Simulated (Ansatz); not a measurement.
## Two inputs for SiO2

Cell: an entry of the Crystallography Open Database (COD), its atoms then relaxed with PBE in this cell.

Space group P2_13 (No. 198); a = 7.1600 Å.

```
site  Wyckoff  site symmetry       x       y       z
 Si1       4a            .3.  0.2807  0.2807  0.2807
 Si5       4a            .3.  0.0206  0.0206  0.0206
  O9       4a            .3.  0.1505  0.1505  0.1505
 O13      12b              1  0.6398  0.6616  0.0434
```

One atom of each set is listed.

Reference run. Method: Kohn–Sham DFT in Ansatz, PBE, plane waves and PAW (field gradients read without the response of the frozen cores, which leaves them typically 4 to 6 % off), scalar-relativistic, 420 eV cutoff, Γ-centred 4×4×4 k-points, Fermi–Dirac smearing 0.02 eV.

(1) The input is changed as follows: `scf.mixing.algorithm`: not typed → anderson; `scf.mixing.beta`: not typed → 0.05; `hamiltonian.pseudopotentials`: {kind: paw, frozen_core: stored} → {kind: paw, source: ansatz}. What happens to V_zz (10²¹ V/m²) and η?

## Answers

(1) 

| site | V_zz reference | η reference | V_zz changed | η changed |
| --- | --- | --- | --- | --- |
| Si1 | 0.38 | 0.00 | 0.43 | 0.00 |
| Si5 | -0.13 | 0.00 | -0.17 | 0.00 |
| O9 | 10.95 | 0.00 | 10.53 | 0.00 |
| O13 | 9.98 | 0.18 | 9.62 | 0.18 |

The largest change of V_zz is on O9, from 10.95 to 10.53. In per cent, |V_zz| changes by -4 on O (all sites that start above 0.5). The cutoff that the program takes moves with it, from 420 to 930 eV. The changed run reads another set of PAW files.

On the reference run: The database positions were far from equilibrium, so the relaxed structure may not be the compound's real one.
